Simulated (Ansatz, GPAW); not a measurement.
# W: 3 runs at one level of theory

```
W
1.0
    -1.58234    1.58234    1.58234
     1.58234   -1.58234    1.58234
     1.58234    1.58234   -1.58234
W
1
Direct
  0.00000 0.00000 0.00000
```

Alike in all runs: task band structure; functional revPBE; k mesh 12 × 12 × 12; occupations fermi-dirac, width 0.05 eV; no spin polarisation; no spin-orbit coupling. Pressure is positive in compression and, in plane waves, holds the error of the finite cutoff, which Ansatz's Pulay term estimates and takes out.

| program and potentials | plane-wave cutoff (eV) | notes | pressure (GPa) |
| --- | --- | --- | --- |
| Ansatz, Ansatz PAW | 420 | potentials made for PBE, which Ansatz adapts in part; Pulay term of +0.09 GPa included | 8.60 |
| Ansatz, all-electron LAPW, scalar-relativistic | - | - | 8.68 |
| GPAW, the program's PAW data sets (release 1.2.1) made for this functional | 600 | - | 8.66 |

The pressure spans 8.60 (Ansatz, Ansatz PAW) to 8.68 GPa (Ansatz, all-electron LAPW, scalar-relativistic), with all-electron results at 8.68. Some sets were made for another functional than the one run, which can shift their rows.

The functional is the same throughout but for its coding, so the spread measures potentials, basis and numerics; runs on potential files found faulty are left out.
